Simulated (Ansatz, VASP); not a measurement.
# PtS2: VASP beside Ansatz

File INCAR:

```
PREC = Accurate ; ENCUT = 520
EDIFF = 1E-6 ; ISMEAR = -1
SIGMA = 0.05 ; LREAL = False
LASPH = True ; NELM = 60
ALGO = Fast ; ISIF = 2
LWAVE = False ; LCHARG = False
LMAXMIX = 4 ; GGA = PE
NBANDS = 18
```

KPOINTS

```
regular mesh
0
Gamma
  9 9 5
```

File POSCAR:

```
PtS2
1.0
    3.5432000000      0.0000000000      0.0000000000
   -1.7716000000      3.0685012107      0.0000000000
    0.0000000000      0.0000000000      5.0388000000
Pt S
1 2
Direct
    0.0000000000      0.0000000000      0.0000000000
    0.6666666667      0.3333333333      0.7730000000
    0.3333333333      0.6666666667      0.2270000000
```

File KPOINTS_OPT:

```
path GMKGALHA,LM,KH
10
line-mode
reciprocal
 0.0000000000  0.0000000000  0.0000000000  G
 0.5000000000  0.0000000000  0.0000000000  M

 0.5000000000  0.0000000000  0.0000000000  M
 0.3333333333  0.3333333333  0.0000000000  K

 0.3333333333  0.3333333333  0.0000000000  K
 0.0000000000  0.0000000000  0.0000000000  G

 0.0000000000  0.0000000000  0.0000000000  G
 0.0000000000  0.0000000000  0.5000000000  A

 0.0000000000  0.0000000000  0.5000000000  A
 0.5000000000  0.0000000000  0.5000000000  L

 0.5000000000  0.0000000000  0.5000000000  L
 0.3333333333  0.3333333333  0.5000000000  H

 0.3333333333  0.3333333333  0.5000000000  H
 0.0000000000  0.0000000000  0.5000000000  A

 0.5000000000  0.0000000000  0.5000000000  L
 0.5000000000  0.0000000000  0.0000000000  M

 0.3333333333  0.3333333333  0.0000000000  K
 0.3333333333  0.3333333333  0.5000000000  H
```

File input.yaml:

```yaml
crystal:
  lattice:
    - [3.5432, 0.0, 0.0]
    - [-1.7716, 3.0685012107, 0.0]
    - [0.0, 0.0, 5.0388]
  atoms:
    - { symbol: Pt, position: [0.0, 0.0, 0.0] }
    - { symbol: S, position: [0.6666666667, 0.3333333333, 0.773] }
    - { symbol: S, position: [0.3333333333, 0.6666666667, 0.227] }
hamiltonian:
  xc: pbe
  pseudopotentials: { kind: paw }
kpoints:
  mp_grid: { grid: [9, 9, 5] }
  band_path:
    path:
      - [[0.0, 0.0, 0.0], [0.5, 0.0, 0.0], [0.3333333333, 0.3333333333, 0.0], [0.0, 0.0, 0.0], [0.0, 0.0, 0.5], [0.5, 0.0, 0.5], [0.3333333333, 0.3333333333, 0.5], [0.0, 0.0, 0.5]]
      - [[0.5, 0.0, 0.5], [0.5, 0.0, 0.0]]
      - [[0.3333333333, 0.3333333333, 0.0], [0.3333333333, 0.3333333333, 0.5]]
    npoints: 14
scf:
  occupations: { method: fermi_dirac, width: 0.05 }
  n_extra_bands: 7
output:
  forces: true
  stress: true
  eigenvalues: true
  fatbands: false
  write_density: true
  write_potential: true
  elf: true
  volumetric_format: npy
```

Alike in both runs: task band structure; functional PBE; k mesh 9 × 9 × 5; occupations fermi-dirac, width 0.05 eV; no spin polarisation.

```csv
,VASP,Ansatz
version,VASP 6.6.1,Ansatz 0.2.0
potentials or method,"VASP PAW PBE potentials, release 64 (Pt, S)",Ansatz PAW
plane-wave cutoff (eV),520,420
valence electrons in the cell,22,30
```

```tsv
	VASP	Ansatz	Ansatz less VASP
gap on the k mesh at the Fermi level (eV)	1.03	1.02	-0.014
least direct gap on the mesh (eV)	1.07	1.07	-0.009
gap along the band path (eV)	0.99	1.02	+0.029
pressure (GPa)	11.1	11.6	+0.50
largest component of the traceless stress (GPa)	0.99	1.17	+0.186
rms of the force components (eV/Å)	0.572	0.592	+0.0207
```

Atom by atom the forces differ by 0.021 eV/Å (rms over components). The functional is the same, so the differences come from potentials, cutoffs and numerics. The two sets of potentials don't hold the same shells in valence.

Caveats: spin-orbit coupling is left out, which moves the levels of the heavy elements; forces of over 1 eV/Å show positions far from the minimum, so gaps and moduli don't describe the material at rest.
